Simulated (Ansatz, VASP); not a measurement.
One calculation of CdSe, two programs

```
CELL_PARAMETERS angstrom
3.08501 3.08501 0.00000
-3.08501 3.08501 0.00000
0.00000 3.08501 3.08501
ATOMIC_POSITIONS crystal
Cd 0.00000 0.00000 0.00000
Se 0.75000 0.25000 0.50000
```

Alike in both runs: task single point; functional PBEsol; k mesh 6 × 6 × 6; occupations fermi-dirac, width 0.01 eV; non-collinear spin, spin-orbit coupling.

|  | VASP | Ansatz |
| --- | --- | --- |
| version | VASP 6.6.1 | Ansatz 0.2.0 |
| potentials or method | VASP PAW PBE potentials, release 64 (Cd, Se), cutoff 520 eV | all-electron LAPW |

```csv
,VASP,Ansatz,Ansatz less VASP
pressure (GPa),-1.8,-2.0,-0.29
net moment per atom (μB),0.00,0.00,0.000
```

Ansatz ran all-electron here, so the differences hold the error of VASP's frozen core and of both bases.

Caveats: the PAW data sets were made with another functional, which shifts forces and pressure a little (VASP).
